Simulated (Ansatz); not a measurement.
# Co (fcc)

Level of theory: DFT, HSE06, scalar-relativistic, collinear spin; plane waves to 420 eV with PAW datasets (Ansatz 0.2.0), Γ-centred 10×10×10 mesh, 0.05 eV Gaussian smearing; PAW files: Ansatz's generated set soft_2.

```yaml
crystal:
  lattice:
    - [0.00000, 1.77747, 1.77747]
    - [1.77747, 0.00000, 1.77747]
    - [1.77747, 1.77747, 0.00000]
  atoms:
    - { symbol: Co, position: [0.00000, 0.00000, 0.00000] }
```

At room temperature and ambient pressure Co is hcp.

Magnetic state: ferromagnetic, site spin moments Co 2.05 μB.

The volume is at zero pressure for this level.

Path: Γ–X–U | K–Γ–L–W–X, with Γ = (0.000, 0.000, 0.000), X = (0.500, 0.000, 0.500), U = (0.625, 0.250, 0.625), K = (0.375, 0.375, 0.750), L = (0.500, 0.500, 0.500), W = (0.500, 0.250, 0.750) in reciprocal vectors of the calculation's cell.

Levels between -5 and 3 eV from the Fermi level at the path's named points:
| point | spin | below E_F (eV) | above E_F (eV) |
| --- | --- | --- | --- |
| Γ | up | -5.00 -5.00 -5.00 -4.56 -4.56 |  |
| Γ | down | -2.28 -2.28 -2.28 | 2.73 2.73 |
| X | up | -3.76 -2.71 -2.71 | 2.56 |
| X | down | -4.74 -4.02 | 1.09 1.09 2.12 |
| U and K | up | -4.34 -4.32 -3.02 |  |
| U and K | down | -4.23 -2.93 -1.91 | 0.70 2.74 |
| L | up | -3.19 -3.19 -0.56 |  |
| L | down | -1.35 -1.35 -1.30 | 2.67 2.67 |
| W | up | -4.53 -2.72 |  |
| W | down | -3.24 -3.24 -2.73 | 1.16 2.27 |

Q: By these bands, is it a metal or an insulator, and if it has a gap, where are the band edges on this path?

A: A metal: bands cross the Fermi level.

Open d and f shells can converge to several self-consistent states; this is the one that the run reached. For a metal under a hybrid functional this mesh is coarse. Site moments are of spin, integrated over atomic spheres. No antiparallel order was tried.
